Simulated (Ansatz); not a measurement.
The system is AlFe.

```xyz
2
Lattice="2.9100 0.0000 0.0000 0.0000 2.9100 0.0000 0.0000 0.0000 2.9100" Properties=species:S:1:pos:R:3 pbc="T T T"
Fe    1.4550    1.4550    1.4550
Al    0.0000    0.0000    0.0000
```

- Program: Ansatz 0.2.0
- Task: single point
- Functional: PBE
- Potentials or basis: Ansatz PAW
- Cutoff: 420 eV (not typed: the program's choice for these potentials)
- k mesh: 9 × 9 × 9
- Occupations: fermi-dirac, width 0.05 eV
- Spin: collinear spin, ferromagnetic start
- Starting moments: [3.0, 0.0] μB

On this cell: pressure -6.1 GPa; largest force zero by symmetry; net moment 0.66 μB per cell; site moments Fe +0.70; Al -0.03 μB; band gap on the k mesh none (metal or under the smearing width).

The same run follows on a disturbed copy (atoms moved at random, drawn with an rms of 0.05 Å):

```
Fe Al
1.0
     2.91000    0.00000    0.00000
     0.00000    2.91000    0.00000
     0.00000    0.00000    2.91000
Fe Al
1 1
Cartesian
  1.5004 1.4741 1.3851
  0.0497 0.0455 -0.0318
```

Question: What changes?

Answer: The energy (extrapolated to zero smearing) moves by +3.8 meV/atom; pressure -6.0 GPa; largest force 0.327 eV/Å; net moment 0.66 μB per cell; site moments Fe +0.70; Al -0.03 μB; band gap on the k mesh none (metal or under the smearing width).

Forces on the atoms (eV/Å):
```
Fe   0.030  0.186  0.268
Al  -0.030 -0.186 -0.268
```

Stress tensor (GPa, compression positive):
```
-5.91  0.02  0.02
 0.02 -5.97  0.14
 0.02  0.14 -6.02
```
